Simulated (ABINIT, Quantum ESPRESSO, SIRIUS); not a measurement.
Yb: programs and potentials compared

```
CELL_PARAMETERS angstrom
0.00000 2.74310 2.74310
2.74310 0.00000 2.74310
2.74310 2.74310 0.00000
ATOMIC_POSITIONS crystal
Yb 0.00000 0.00000 0.00000
```

Alike in all runs: task single point; functional PBE; k mesh 8 × 8 × 8; occupations fermi-dirac, width 0.05 eV; collinear spin, ferromagnetic start; no spin-orbit coupling. Pressure is positive in compression and, in plane waves, holds the error of the finite cutoff.

| program and potentials | plane-wave cutoff (eV) | notes | band gap (eV) | pressure (GPa) | net moment per atom (μB) |
| --- | --- | --- | --- | --- | --- |
| Quantum ESPRESSO, SSSP 1.3 efficiency PBE | 748 | - | ? | ? | ? |
| ABINIT, JTH PAW PBE v2.0 | 544 | - | no gap | -2.77 | 0.00 |
| SIRIUS, all-electron FP-LAPW, apw+lo standard | - | - | no gap | - | 0.00 |

Problem. Estimate from the other rows what the run with Quantum ESPRESSO, SSSP 1.3 efficiency PBE gave.

Solution. No band gap; pressure -2.89 GPa; net moment per atom 0.00 μB. The other rows, which needn't bracket it: pressure -2.77; net moment per atom 0.00.
